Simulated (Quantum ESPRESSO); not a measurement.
# C (P4/mmm) in Quantum ESPRESSO: notebook, part 2 of 3

Quantum ESPRESSO 7.5. Earlier steps stand in the parts before.

### Step 3. Phonons, LDA

Contents of pw.in:

```
&CONTROL
  calculation = 'scf'
  prefix = 'pwscf'
  outdir = './tmp'
  pseudo_dir = './pseudo'
  tprnfor = .true.
  tstress = .true.
  disk_io = 'low'
/
&SYSTEM
  ibrav = 0
  nat = 1
  ntyp = 1
  ecutwfc = 82
  nbnd = 7
  occupations = 'smearing'
  smearing = 'mv'
  degauss = 0.01469973
/
&ELECTRONS
  conv_thr = 2d-10
  electron_maxstep = 120
  mixing_beta = 0.5
/
ATOMIC_SPECIES
C     12.0110 C.upf
CELL_PARAMETERS angstrom
   4.2551700000    0.0000000000    0.0000000000
   0.0000000000    4.2551700000    0.0000000000
   0.0000000000    0.0000000000    1.2822900000
ATOMIC_POSITIONS crystal
C      0.5000000000    0.5000000000    0.5000000000
K_POINTS automatic
5 5 17 0 0 0
```

Contents of scf2.in:

```
&CONTROL
  calculation = 'scf'
  prefix = 'pwscf'
  outdir = './tmp'
  pseudo_dir = './pseudo'
  tprnfor = .true.
  tstress = .true.
  disk_io = 'low'
/
&SYSTEM
  ibrav = 0
  nat = 1
  ntyp = 1
  ecutwfc = 82
  nbnd = 7
  occupations = 'smearing'
  smearing = 'mv'
  degauss = 0.01469973
/
&ELECTRONS
  conv_thr = 1d-13
  electron_maxstep = 120
  mixing_beta = 0.5
  startingpot = 'file'
  startingwfc = 'file'
/
ATOMIC_SPECIES
C     12.0110 C.upf
CELL_PARAMETERS angstrom
   4.2551700000    0.0000000000    0.0000000000
   0.0000000000    4.2551700000    0.0000000000
   0.0000000000    0.0000000000    1.2822900000
ATOMIC_POSITIONS crystal
C      0.5000000000    0.5000000000    0.5000000000
K_POINTS automatic
5 5 17 0 0 0
```

Contents of ph.in:

```
phonons of C
&INPUTPH
  prefix = 'pwscf'
  outdir = './tmp'
  tr2_ph = 1d-16
  fildyn = 'dyn'
  niter_ph = 60
  alpha_mix(1) = 0.4
/
0.5000000000 0.5000000000 0.0000000000
```

Potentials or basis: PseudoDojo 0.4.1 SR LDA standard.

Launch:

```bash
> OMP_NUM_THREADS=1 pw.x -in pw.in > pw.out
> OMP_NUM_THREADS=1 pw.x -in scf2.in > scf2.out
> OMP_NUM_THREADS=1 ph.x -in ph.in > ph.out
```

pw.out:

```text
This program is part of the open-source Quantum ESPRESSO suite
     for quantum simulation of materials; please cite
[... 9 lines left out ...]
     --------------------
     sticks:   dense  smooth     PW     G-vecs:    dense   smooth      PW
     Sum        1685    1685    553                15641    15641    2911

     Using Slab Decomposition

     bravais-lattice index     =            0
     lattice parameter (alat)  =       8.0411  a.u.
     unit-cell volume          =     156.6811 (a.u.)^3
     number of atoms/cell      =            1
     number of atomic types    =            1
     number of electrons       =         4.00
     number of Kohn-Sham states=            7
     kinetic-energy cutoff     =      82.0000  Ry
     charge density cutoff     =     328.0000  Ry
     scf convergence threshold =      2.0E-10
     mixing beta               =       0.5000
     number of iterations used =            8  plain     mixing
     Exchange-correlation= SLA  PW   NOGX NOGC
                           (   1   4   0   0   0   0   0)

     celldm(1)=   8.041106  celldm(2)=   0.000000  celldm(3)=   0.000000
     celldm(4)=   0.000000  celldm(5)=   0.000000  celldm(6)=   0.000000

     crystal axes: (cart. coord. in units of alat)
               a(1) = (   1.000000   0.000000   0.000000 )
               a(2) = (   0.000000   1.000000   0.000000 )
[... 29 lines left out ...]
        k(    1) = (   0.0000000   0.0000000   0.0000000), wk =   0.0047059
        k(    2) = (   0.0000000   0.0000000   0.1952009), wk =   0.0094118
        k(    3) = (   0.0000000   0.0000000   0.3904017), wk =   0.0094118
        k(    4) = (   0.0000000   0.0000000   0.5856026), wk =   0.0094118
        k(    5) = (   0.0000000   0.0000000   0.7808035), wk =   0.0094118
        k(    6) = (   0.0000000   0.0000000   0.9760043), wk =   0.0094118
[... 46 lines left out ...]
        k(   53) = (   0.4000000   0.4000000   1.3664061), wk =   0.0376471
        k(   54) = (   0.4000000   0.4000000   1.5616069), wk =   0.0376471

     Dense  grid:    15641 G-vectors     FFT dimensions: (  48,  48,  15)

     Initial potential from superposition of free atoms

     starting charge       4.0000, renormalised to       4.0000
     Starting wfcs are    4 randomized atomic wfcs +    3 random wfcs

     Self-consistent Calculation

     iteration #  1     ecut=    82.00 Ry     beta= 0.50
     Davidson diagonalization with overlap
     ethr =  1.00E-02,  avg # of iterations =  5.9

     total energy              =     -11.95847356 Ry
     estimated scf accuracy    <       0.13740890 Ry
[... 43 lines left out ...]
     iteration #  8     ecut=    82.00 Ry     beta= 0.50
     Davidson diagonalization with overlap
     ethr =  5.18E-12,  avg # of iterations =  2.3

     End of self-consistent calculation

          k = 0.0000 0.0000 0.0000 (  1995 PWs)   bands (ev):

   -17.1360  -6.2568  -6.2568   2.5031   6.7659  11.4479  11.4480

          k = 0.0000 0.0000 0.1952 (  1971 PWs)   bands (ev):
[... 207 lines left out ...]
          k = 0.4000 0.4000 1.5616 (  1919 PWs)   bands (ev):

   -10.2798   7.9380   9.4853   9.4856  21.6368  21.7906  25.1894

     the Fermi energy is    -1.5837 ev

!    total energy              =     -11.97324792 Ry
     estimated scf accuracy    <          7.2E-12 Ry
     smearing contrib. (-TS)   =      -0.00006597 Ry
     internal energy E=F+TS    =     -11.97318195 Ry

     The total energy is F=E-TS. E is the sum of the following terms:
     one-electron contribution =     -11.44866532 Ry
     hartree contribution      =       6.63160042 Ry
     xc contribution           =      -4.15869956 Ry
     ewald contribution        =      -2.99741749 Ry

     convergence has been achieved in   8 iterations

     Forces acting on atoms (cartesian axes, Ry/au):

     atom    1 type  1   force =     0.00000000    0.00000000    0.00000000

     Total force =     0.000000     Total SCF correction =     0.000000

     Computing stress (Cartesian axis) and pressure

          total   stress  (Ry/bohr**3)                   (kbar)     P=      -14.41
  -0.00005931   0.00000000   0.00000000           -8.72        0.00        0.00
   0.00000000  -0.00005931   0.00000000            0.00       -8.72        0.00
   0.00000000   0.00000000  -0.00017531            0.00        0.00      -25.79

=------------------------------------------------------------------------------=
   JOB DONE.
=------------------------------------------------------------------------------=
```

scf2.out:

```text
This program is part of the open-source Quantum ESPRESSO suite
     for quantum simulation of materials; please cite
[... 9 lines left out ...]
     --------------------
     sticks:   dense  smooth     PW     G-vecs:    dense   smooth      PW
     Sum        1685    1685    553                15641    15641    2911
[... 375 lines left out ...]
  -0.00005932   0.00000000   0.00000000           -8.73        0.00        0.00
   0.00000000  -0.00005932   0.00000000            0.00       -8.73        0.00
   0.00000000   0.00000000  -0.00017531            0.00        0.00      -25.79

=------------------------------------------------------------------------------=
   JOB DONE.
=------------------------------------------------------------------------------=
```

Wall time 35 s (1 thread of Arm Neoverse V1, shared host); peak memory 0.09 GiB.

Results:

- Free energy: -162.9043 eV
- Pressure after relaxing: -1.4 GPa
- Band gap on the k mesh: none (metal or under the smearing width)
- Highest phonon frequency at the q point run: 4 cm⁻¹
- Most unstable mode: 70i cm⁻¹

Phonon frequencies in cm⁻¹ (negative: imaginary):
```
              q point  frequencies
(0.500, 0.500, 0.000)    -70 -70 4
```

Phonon modes at q = (0.500, 0.500, 0.000) in reciprocal lattice units:
| mode | symmetry | cm⁻¹ |
| --- | --- | --- |
| 1 | E_u | -70 |
| 2 | E_u | -70 |
| 3 | B_1u | 4 |

Caveat: the mesh is thin for the phonons of a metal; some modes are imaginary; the q point doesn't lie on the k mesh, which can shift a metal's frequencies strongly unless the mesh is converged.

### Step 4. Phonons, LDA

pw.in is that of step 3.

scf2.in is that of step 3.

ph.in, as its differences from that of step 3:

```diff
@@ -9,2 +9,2 @@
 /
-0.5000000000 0.5000000000 0.0000000000
+0.0000000000 0.5000000000 1.6592073556
```

Potentials or basis: PseudoDojo 0.4.1 SR LDA standard.

Launch:

```bash
> OMP_NUM_THREADS=1 pw.x -in pw.in > pw.out
> OMP_NUM_THREADS=1 pw.x -in scf2.in > scf2.out
> OMP_NUM_THREADS=1 ph.x -in ph.in > ph.out
```

pw.out:

```text
This program is part of the open-source Quantum ESPRESSO suite
     for quantum simulation of materials; please cite
[... 9 lines left out ...]
     --------------------
     sticks:   dense  smooth     PW     G-vecs:    dense   smooth      PW
     Sum        1685    1685    553                15641    15641    2911

     Using Slab Decomposition

     bravais-lattice index     =            0
     lattice parameter (alat)  =       8.0411  a.u.
     unit-cell volume          =     156.6811 (a.u.)^3
     number of atoms/cell      =            1
     number of atomic types    =            1
     number of electrons       =         4.00
     number of Kohn-Sham states=            7
     kinetic-energy cutoff     =      82.0000  Ry
     charge density cutoff     =     328.0000  Ry
     scf convergence threshold =      2.0E-10
     mixing beta               =       0.5000
[... 106 lines left out ...]

     total energy              =     -11.95847356 Ry
     estimated scf accuracy    <       0.13740890 Ry
[... 43 lines left out ...]
     iteration #  8     ecut=    82.00 Ry     beta= 0.50
     Davidson diagonalization with overlap
     ethr =  5.18E-12,  avg # of iterations =  2.3

     End of self-consistent calculation

          k = 0.0000 0.0000 0.0000 (  1995 PWs)   bands (ev):

   -17.1360  -6.2568  -6.2568   2.5031   6.7659  11.4479  11.4480

          k = 0.0000 0.0000 0.1952 (  1971 PWs)   bands (ev):
[... 207 lines left out ...]
          k = 0.4000 0.4000 1.5616 (  1919 PWs)   bands (ev):

   -10.2798   7.9380   9.4853   9.4856  21.6368  21.7906  25.1894

     the Fermi energy is    -1.5837 ev

!    total energy              =     -11.97324792 Ry
     estimated scf accuracy    <          7.2E-12 Ry
     smearing contrib. (-TS)   =      -0.00006597 Ry
     internal energy E=F+TS    =     -11.97318195 Ry

     The total energy is F=E-TS. E is the sum of the following terms:
     one-electron contribution =     -11.44866532 Ry
     hartree contribution      =       6.63160042 Ry
     xc contribution           =      -4.15869956 Ry
     ewald contribution        =      -2.99741749 Ry

     convergence has been achieved in   8 iterations

     Forces acting on atoms (cartesian axes, Ry/au):

     atom    1 type  1   force =     0.00000000    0.00000000    0.00000000

     Total force =     0.000000     Total SCF correction =     0.000000

     Computing stress (Cartesian axis) and pressure

          total   stress  (Ry/bohr**3)                   (kbar)     P=      -14.41
  -0.00005931   0.00000000   0.00000000           -8.72        0.00        0.00
   0.00000000  -0.00005931   0.00000000            0.00       -8.72        0.00
   0.00000000   0.00000000  -0.00017531            0.00        0.00      -25.79

=------------------------------------------------------------------------------=
   JOB DONE.
=------------------------------------------------------------------------------=
```

Wall time 46 s (1 thread of Arm Neoverse V1, shared host); peak memory 0.09 GiB.

What came out:

```
Free energy                                 : -162.9043 eV
Pressure after relaxing                     : -1.4 GPa
Band gap on the k mesh                      : none (metal or under the smearing width)
Highest phonon frequency at the q point run : 737 cm⁻¹
```

Stress tensor (GPa, compression positive):
```
-0.87  0.00  0.00
 0.00 -0.87  0.00
 0.00  0.00 -2.58
```

Phonon frequencies in cm⁻¹ (negative: imaginary):
| q point | frequencies |
| --- | --- |
| (0.000, 0.500, 0.500) | 504 511 737 |

Phonon modes at q = (0.000, 0.500, 0.500) in reciprocal lattice units:
| mode | symmetry | cm⁻¹ |
| --- | --- | --- |
| 1 | B_1u | 504 |
| 2 | A_u | 511 |
| 3 | B_3u | 737 |

Caveat: the mesh is thin for the phonons of a metal; the q point doesn't lie on the k mesh, which can shift a metal's frequencies strongly unless the mesh is converged.

### Step 5. Phonons, LDA

pw.in is that of step 4.

scf2.in is that of step 4.

ph.in, as its differences from that of step 4:

```diff
@@ -9,2 +9,2 @@
 /
-0.0000000000 0.5000000000 1.6592073556
+0.0000000000 0.5000000000 0.0000000000
```

Potentials or basis: PseudoDojo 0.4.1 SR LDA standard.

Launch:

```bash
> OMP_NUM_THREADS=1 pw.x -in pw.in > pw.out
> OMP_NUM_THREADS=1 pw.x -in scf2.in > scf2.out
> OMP_NUM_THREADS=1 ph.x -in ph.in > ph.out
```

pw.out:

```text
This program is part of the open-source Quantum ESPRESSO suite
     for quantum simulation of materials; please cite
         "P. Giannozzi et al., J. Phys.:Condens. Matter 21 395502 (2009);
         "P. Giannozzi et al., J. Phys.:Condens. Matter 29 465901 (2017);
         "P. Giannozzi et al., J. Chem. Phys. 152 154105 (2020);
     in publications or presentations arising from this work. More details at

     Message from routine setup:
     using ibrav=0 with symmetry is DISCOURAGED, use correct ibrav instead

     G-vector sticks info
     --------------------
     sticks:   dense  smooth     PW     G-vecs:    dense   smooth      PW
     Sum        1685    1685    553                15641    15641    2911

     Using Slab Decomposition

     bravais-lattice index     =            0
     lattice parameter (alat)  =       8.0411  a.u.
     unit-cell volume          =     156.6811 (a.u.)^3
     number of atoms/cell      =            1
     number of atomic types    =            1
     number of electrons       =         4.00
     number of Kohn-Sham states=            7
     kinetic-energy cutoff     =      82.0000  Ry
     charge density cutoff     =     328.0000  Ry
     scf convergence threshold =      2.0E-10
     mixing beta               =       0.5000
     number of iterations used =            8  plain     mixing
     Exchange-correlation= SLA  PW   NOGX NOGC
                           (   1   4   0   0   0   0   0)

     celldm(1)=   8.041106  celldm(2)=   0.000000  celldm(3)=   0.000000
     celldm(4)=   0.000000  celldm(5)=   0.000000  celldm(6)=   0.000000

     crystal axes: (cart. coord. in units of alat)
               a(1) = (   1.000000   0.000000   0.000000 )
               a(2) = (   0.000000   1.000000   0.000000 )
               a(3) = (   0.000000   0.000000   0.301349 )

     reciprocal axes: (cart. coord. in units 2 pi/alat)
               b(1) = (  1.000000  0.000000  0.000000 )
               b(2) = (  0.000000  1.000000  0.000000 )
               b(3) = (  0.000000  0.000000  3.318415 )

     PseudoPot. # 1 for C  read from file:
     C.upf
     Pseudo is Norm-conserving + core correction, Zval =  4.0
     Generated using ONCVPSP code by D. R. Hamann
     Using radial grid of 1234 points,  4 beta functions with:
                l(1) =   0
                l(2) =   0
                l(3) =   1
                l(4) =   1

     atomic species   valence    mass     pseudopotential
     C                 4.00    12.01100     C ( 1.00)

     16 Sym. Ops., with inversion, found

   Cartesian axes

     site n.     atom                  positions (alat units)
         1        C      tau(   1) = (   0.5000000   0.5000000   0.1506744  )

     number of k points=    54  Marzari-Vanderbilt smearing, width (Ry)=  0.0147
                       cart. coord. in units 2pi/alat
        k(    1) = (   0.0000000   0.0000000   0.0000000), wk =   0.0047059
        k(    2) = (   0.0000000   0.0000000   0.1952009), wk =   0.0094118
        k(    3) = (   0.0000000   0.0000000   0.3904017), wk =   0.0094118
        k(    4) = (   0.0000000   0.0000000   0.5856026), wk =   0.0094118
        k(    5) = (   0.0000000   0.0000000   0.7808035), wk =   0.0094118
        k(    6) = (   0.0000000   0.0000000   0.9760043), wk =   0.0094118
[... 46 lines left out ...]
        k(   53) = (   0.4000000   0.4000000   1.3664061), wk =   0.0376471
        k(   54) = (   0.4000000   0.4000000   1.5616069), wk =   0.0376471

     Dense  grid:    15641 G-vectors     FFT dimensions: (  48,  48,  15)

     Initial potential from superposition of free atoms

     starting charge       4.0000, renormalised to       4.0000
     Starting wfcs are    4 randomized atomic wfcs +    3 random wfcs

     Self-consistent Calculation

     iteration #  1     ecut=    82.00 Ry     beta= 0.50
     Davidson diagonalization with overlap
     ethr =  1.00E-02,  avg # of iterations =  5.9

     total energy              =     -11.95847356 Ry
     estimated scf accuracy    <       0.13740890 Ry

     iteration #  2     ecut=    82.00 Ry     beta= 0.50
     Davidson diagonalization with overlap
     ethr =  3.44E-03,  avg # of iterations =  1.2

     total energy              =     -11.97239555 Ry
     estimated scf accuracy    <       0.00584718 Ry

     iteration #  3     ecut=    82.00 Ry     beta= 0.50
     Davidson diagonalization with overlap
     ethr =  1.46E-04,  avg # of iterations =  3.3
[... 22 lines left out ...]
     total energy              =     -11.97324792 Ry
     estimated scf accuracy    <       0.00000001 Ry

     iteration #  7     ecut=    82.00 Ry     beta= 0.50
     Davidson diagonalization with overlap
     ethr =  3.74E-10,  avg # of iterations =  1.9

     total energy              =     -11.97324792 Ry
     estimated scf accuracy    <          2.1E-10 Ry

     iteration #  8     ecut=    82.00 Ry     beta= 0.50
     Davidson diagonalization with overlap
     ethr =  5.18E-12,  avg # of iterations =  2.3

     End of self-consistent calculation

          k = 0.0000 0.0000 0.0000 (  1995 PWs)   bands (ev):

   -17.1360  -6.2568  -6.2568   2.5031   6.7659  11.4479  11.4480

          k = 0.0000 0.0000 0.1952 (  1971 PWs)   bands (ev):

   -16.9602  -5.9581  -5.9581   2.7810   7.0824  11.7574  11.7574

          k = 0.0000 0.0000 0.3904 (  1975 PWs)   bands (ev):

   -16.4427  -5.0651  -5.0651   3.6076   8.0318  12.6843  12.6843

          k = 0.0000 0.0000 0.5856 (  1971 PWs)   bands (ev):

   -15.6146  -3.5874  -3.5874   4.9546   9.6142  14.2226  14.2227

          k = 0.0000 0.0000 0.7808 (  1975 PWs)   bands (ev):
[... 187 lines left out ...]
          k = 0.4000 0.4000 1.1712 (  1951 PWs)   bands (ev):

   -12.0028   3.7605   3.7664  10.3561  15.9989  18.0148  18.2649

          k = 0.4000 0.4000 1.3664 (  1936 PWs)   bands (ev):

   -10.9238   6.9491   6.9546   8.8645  19.8070  21.0736  21.5353

          k = 0.4000 0.4000 1.5616 (  1919 PWs)   bands (ev):

   -10.2798   7.9380   9.4853   9.4856  21.6368  21.7906  25.1894

     the Fermi energy is    -1.5837 ev

!    total energy              =     -11.97324792 Ry
     estimated scf accuracy    <          7.2E-12 Ry
     smearing contrib. (-TS)   =      -0.00006597 Ry
     internal energy E=F+TS    =     -11.97318195 Ry

     The total energy is F=E-TS. E is the sum of the following terms:
     one-electron contribution =     -11.44866532 Ry
     hartree contribution      =       6.63160042 Ry
     xc contribution           =      -4.15869956 Ry
     ewald contribution        =      -2.99741749 Ry

     convergence has been achieved in   8 iterations

     Forces acting on atoms (cartesian axes, Ry/au):

     atom    1 type  1   force =     0.00000000    0.00000000    0.00000000

     Total force =     0.000000     Total SCF correction =     0.000000

     Computing stress (Cartesian axis) and pressure

          total   stress  (Ry/bohr**3)                   (kbar)     P=      -14.41
  -0.00005931   0.00000000   0.00000000           -8.72        0.00        0.00
   0.00000000  -0.00005931   0.00000000            0.00       -8.72        0.00
   0.00000000   0.00000000  -0.00017531            0.00        0.00      -25.79

=------------------------------------------------------------------------------=
   JOB DONE.
=------------------------------------------------------------------------------=
```

ph.out:

```text
This program is part of the open-source Quantum ESPRESSO suite
     for quantum simulation of materials; please cite
         "P. Giannozzi et al., J. Phys.:Condens. Matter 21 395502 (2009);
         "P. Giannozzi et al., J. Phys.:Condens. Matter 29 465901 (2017);
         "P. Giannozzi et al., J. Chem. Phys. 152 154105 (2020);
     in publications or presentations arising from this work. More details at

     IMPORTANT: XC functional enforced from input :
[... 274 lines left out ...]
     freq (   3-   3) =         22.0  [cm-1]   --> B_1g

     INITIALIZATION:

     DYNAMICAL MATRIX:

      Additional routines

=------------------------------------------------------------------------------=
   JOB DONE.
=------------------------------------------------------------------------------=
```

Wall time 47 s (1 thread of Arm Neoverse V1, shared host); peak memory 0.09 GiB.

Results:

| Quantity | Value |
| --- | --- |
| Free energy | -162.9043 eV |
| Pressure after relaxing | -1.4 GPa |
| Band gap on the k mesh | none (metal or under the smearing width) |
| Highest phonon frequency at the q point run | 22 cm⁻¹ |
| Most unstable mode | 73i cm⁻¹ |

Phonon frequencies in cm⁻¹ (negative: imaginary):
| q point | frequencies |
| --- | --- |
| (0.000, 0.500, 0.000) | -73 2 22 |

Phonon modes at q = (0.000, 0.500, 0.000) in reciprocal lattice units:
| mode | symmetry | cm⁻¹ |
| --- | --- | --- |
| 1 | A_g | -73 |
| 2 | B_2g | 2 |
| 3 | B_1g | 22 |

Caveat: the mesh is thin for the phonons of a metal; some modes are imaginary; the q point doesn't lie on the k mesh, which can shift a metal's frequencies strongly unless the mesh is converged.

(Continued in part 3 of 3.)
